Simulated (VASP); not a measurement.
# VASP 6.6.1, r²SCAN single-point calculation, Ge (strained diamond)

INCAR

```
IBRION = -1
ALGO = Normal
LREAL = .FALSE.
METAGGA = R2SCAN
ENCUT = 520
LASPH = .TRUE.
NSW = 0
ISMEAR = 0
ISIF = 2
LCHARG = .TRUE.
EDIFF = 1E-7
NELM = 120
SIGMA = 0.01
PREC = Accurate
NBANDS = 21
LWAVE = .FALSE.
LELF = .TRUE.
```

KPOINTS

```
KPOINTS created by Atomic Simulation Environment
0
Gamma
8 8 8
0 0 0
```

KPOINTS_OPT

```
special points
7
Reciprocal
0.0000000000 0.0000000000 0.0000000000 1
0.5000000000 0.0000000000 0.5000000000 1
0.6250000000 0.2500000000 0.6250000000 1
0.3750000000 0.3750000000 0.7500000000 1
0.5000000000 0.5000000000 0.5000000000 1
0.5000000000 0.2500000000 0.7500000000 1
0.0000000000 0.4062500000 0.4062500000 1
```

POSCAR

```
Ge
 1.0000000000000000
     0.0000000000000000    2.7517673067000001    2.7517673067000001
     2.7517673067000001    0.0000000000000000    2.7517673067000001
     2.7517673067000001    2.7517673067000001    0.0000000000000000
 Ge
   2
Cartesian
  0.0000000000000000  0.0000000000000000  0.0000000000000000
  1.3758836533500001  1.3758836533500001  1.3758836533500001
```

VASP ran with the recommended PBE PAW datasets (28 valence electrons in the cell).

Command

```
mpirun -np 1 vasp_std
```

From OUTCAR

```
k-points           NKPTS =     29   k-points in BZ     NKDIM =     29   number of bands    NBANDS=     21

   NELECT =      28.0000    total number of electrons

   dimension x,y,z NGX =    30 NGY =   30 NGZ =   30
   dimension x,y,z NGXF=    60 NGYF=   60 NGZF=   60

  energy-cutoff  :      520.00
  volume of cell :       41.67
      direct lattice vectors                 reciprocal lattice vectors
     0.000000000  2.751767307  2.751767307    -0.181701410  0.181701410  0.181701410
     2.751767307  0.000000000  2.751767307     0.181701410 -0.181701410  0.181701410
     2.751767307  2.751767307  0.000000000     0.181701410  0.181701410 -0.181701410

 k-points in reciprocal lattice and weights: KPOINTS created by Atomic Simulation Env
   0.00000000  0.00000000  0.00000000       0.002
   0.12500000  0.00000000  0.00000000       0.016
   0.25000000  0.00000000  0.00000000       0.016
   0.37500000  0.00000000  0.00000000       0.016
   0.50000000  0.00000000  0.00000000       0.008
   0.12500000  0.12500000  0.00000000       0.012
   0.25000000  0.12500000  0.00000000       0.047
   0.37500000  0.12500000  0.00000000       0.047
   ...

 E-fermi :   5.7607

 k-point     1 :       0.0000    0.0000    0.0000
  band No.  band energies     occupation
      1     -19.9785      2.00000
      2     -19.9785      2.00000
      3     -19.9785      2.00000
      4     -19.9320      2.00000
      5     -19.9320      2.00000
      6     -19.6639      2.00000
      7     -19.6639      2.00000
      8     -19.6639      2.00000
      9     -19.6337      2.00000
     10     -19.6337      2.00000
     11      -8.3349      2.00000
     12       5.6577      2.00000
     13       5.6578      2.00000
     14       5.6578      2.00000
     15       6.8851      0.00000
     16       8.3940      0.00000
     17       8.3941      0.00000
     18       8.3941      0.00000
     19      12.9589      0.00000
     20      15.8063      0.00000
     21      15.8064      0.00000

 k-point     2 :       0.1250    0.0000    0.0000
  band No.  band energies     occupation
      1     -19.9891      2.00000
      2     -19.9891      2.00000
      3     -19.9754      2.00000
      4     -19.9168      2.00000
      5     -19.9168      2.00000
      6     -19.6750      2.00000
      7     -19.6750      2.00000
      8     -19.6677      2.00000
      9     -19.6249      2.00000
     10     -19.6249      2.00000
     11      -8.1190      2.00000
     12       3.3669      2.00000
     13       5.2624      2.00000
     14       5.2625      2.00000
     15       7.3854      0.00000
     16       8.9156      0.00000
     17       8.9157      0.00000
     18       9.7741      0.00000
     19      13.9309      0.00000
     20      14.8358      0.00000
     21      14.8358      0.00000

 k-point     3 :       0.2500    0.0000    0.0000
  band No.  band energies     occupation
      1     -20.0019      2.00000
      2     -20.0019      2.00000
      3     -19.9679      2.00000
      4     -19.8943      2.00000
      5     -19.8943      2.00000
      6     -19.6899      2.00000
      7     -19.6899      2.00000
      8     -19.6769      2.00000
      9     -19.6143      2.00000
     10     -19.6142      2.00000
     11      -7.4903      2.00000
     12       0.6685      2.00000
     13       4.6293      2.00000
     14       4.6294      2.00000
     15       6.9068      0.00000
     16       9.6189      0.00000
     17       9.6189      0.00000
     18      12.2850      0.00000
     19      14.4594      0.00000
     20      14.5924      0.00000
     21      14.5924      0.00000

 k-point     4 :       0.3750    0.0000    0.0000
  band No.  band energies     occupation
      1     -20.0079      2.00000
      2     -20.0078      2.00000
      3     -19.9602      2.00000
      4     -19.8812      2.00000
      5     -19.8812      2.00000
      6     -19.6967      2.00000
      7     -19.6967      2.00000
      8     -19.6864      2.00000
      9     -19.6091      2.00000
     10     -19.6091      2.00000
     11      -6.5582      2.00000
     12      -1.5685      2.00000
     13       4.1852      2.00000
     14       4.1853      2.00000
     15       6.5237      0.00000
     16       9.7419      0.00000
     17       9.7420      0.00000
     18      13.5512      0.00000
     19      15.2191      0.00000
     20      15.9699      0.00000
     21      15.9699      0.00000

 k-point     5 :       0.5000    0.0000    0.0000
  band No.  band energies     occupation
      1     -20.0091      2.00000
      2     -20.0091      2.00000
      3     -19.9570      2.00000
      4     -19.8779      2.00000
      5     -19.8779      2.00000
      6     -19.6976      2.00000
      7     -19.6976      2.00000
      8     -19.6903      2.00000
      9     -19.6080      2.00000
     10     -19.6080      2.00000
     11      -5.9206      2.00000
     12      -2.6488      2.00000
     13       4.0311      2.00000
     14       4.0312      2.00000
     15       6.3898      0.00000
     16       9.6850      0.00000
     17       9.6850      0.00000
     18      13.3640      0.00000
     19      17.4704      0.00000
     20      17.9956      0.00000
     21      17.9956      0.00000

 k-point     6 :       0.1250    0.1250    0.0000
  band No.  band energies     occupation
      1     -19.9893      2.00000
      2     -19.9856      2.00000
      3     -19.9855      2.00000
      4     -19.9201      2.00000
      5     -19.9007      2.00000
      6     -19.7055      2.00000
      7     -19.6523      2.00000
      8     -19.6523      2.00000
      9     -19.6445      2.00000
     10     -19.6178      2.00000
     11      -8.0461      2.00000
     12       3.4769      2.00000
     13       4.6300      2.00000
     14       4.6301      2.00000
     15       7.7311      0.00000
     16       8.8262      0.00000
     17       9.7901      0.00000
     18       9.7901      0.00000
     19      13.5766      0.00000
     20      14.2527      0.00000
     21      16.0980      0.00000

 k-point     7 :       0.2500    0.1250    0.0000
  band No.  band energies     occupation
      1     -20.0062      2.00000
      2     -19.9958      2.00000
      3     -19.9754      2.00000
      4     -19.9015      2.00000
      5     -19.8744      2.00000
      6     -19.7319      2.00000
      7     -19.6686      2.00000
      8     -19.6539      2.00000
      9     -19.6301      2.00000
     10     -19.6083      2.00000
     11      -7.5503      2.00000
     12       1.3636      2.00000
     13       3.9795      2.00000
     14       3.9837      2.00000
     15       7.8771      0.00000
     16       8.9056      0.00000
     17      10.7281      0.00000
     18      11.0608      0.00000
     19      13.7824      0.00000
     20      15.6008      0.00000
     21      15.8998      0.00000

 k-point     8 :       0.3750    0.1250    0.0000
  band No.  band energies     occupation
      1     -20.0198      2.00000
      2     -20.0053      2.00000
      3     -19.9568      2.00000
      4     -19.8818      2.00000
      5     -19.8587      2.00000
      6     -19.7421      2.00000
      7     -19.6880      2.00000
      8     -19.6727      2.00000
      9     -19.6153      2.00000
     10     -19.5963      2.00000
     11      -6.6940      2.00000
     12      -0.9047      2.00000
     13       3.2456      2.00000
     14       3.6242      2.00000
     15       7.7492      0.00000
     16       9.3808      0.00000
     17      10.8694      0.00000
     18      11.8453      0.00000
     19      15.3935      0.00000
     20      16.1236      0.00000
     21      16.8874      0.00000

 k-point     9 :       0.5000    0.1250    0.0000
  band No.  band energies     occupation
      1     -20.0251      2.00000
      2     -20.0119      2.00000
      3     -19.9409      2.00000
      4     -19.8670      2.00000
      5     -19.8623      2.00000
      6     -19.7305      2.00000
      7     -19.7056      2.00000
      8     -19.6921      2.00000
      9     -19.6045      2.00000
     10     -19.5913      2.00000
     11      -5.8176      2.00000
     12      -2.4623      2.00000
     13       2.7273      2.00000
     14       3.6238      2.00000
     15       7.5514      0.00000
     16       9.5437      0.00000
     17      10.5203      0.00000
     18      13.6000      0.00000
     19      15.4142      0.00000
     20      17.7947      0.00000
     21      17.9643      0.00000

 ...

  Total        2.1399639      2.1399639      2.1399639      0.0000000      0.0000000     -0.0000000
  in kB       82.2719741     82.2719741     82.2719741      0.0000000      0.0000000     -0.0000000
  external PRESSURE =      82.2719741 kB  Pullay stress =       0.0000000 kB

 POSITION                                       TOTAL-FORCE (eV/Angst)
 -----------------------------------------------------------------------------------
      0.00000      0.00000      0.00000        -0.000000      0.000000     -0.000000
      1.37588      1.37588      1.37588         0.000000     -0.000000      0.000000
 -----------------------------------------------------------------------------------
    total drift:                                0.000000      0.000000      0.000000

  FREE ENERGIE OF THE ION-ELECTRON SYSTEM (eV)
  ---------------------------------------------------
  free  energy   TOTEN  =       -27.6400085077 eV

  energy  without entropy=      -27.6400085077  energy(sigma->0) =      -27.64000851
```

* gap between bands v and c: 0.65 eV
* least direct gap: 1.23 eV
* pressure: 8.2 GPa

Band v is the last that the valence electrons fill when counted band by band, and c is the next.

The run took about 2.2 min on one core of a shared host (Intel Xeon Platinum 8488C) and held 0.18 GiB at most.
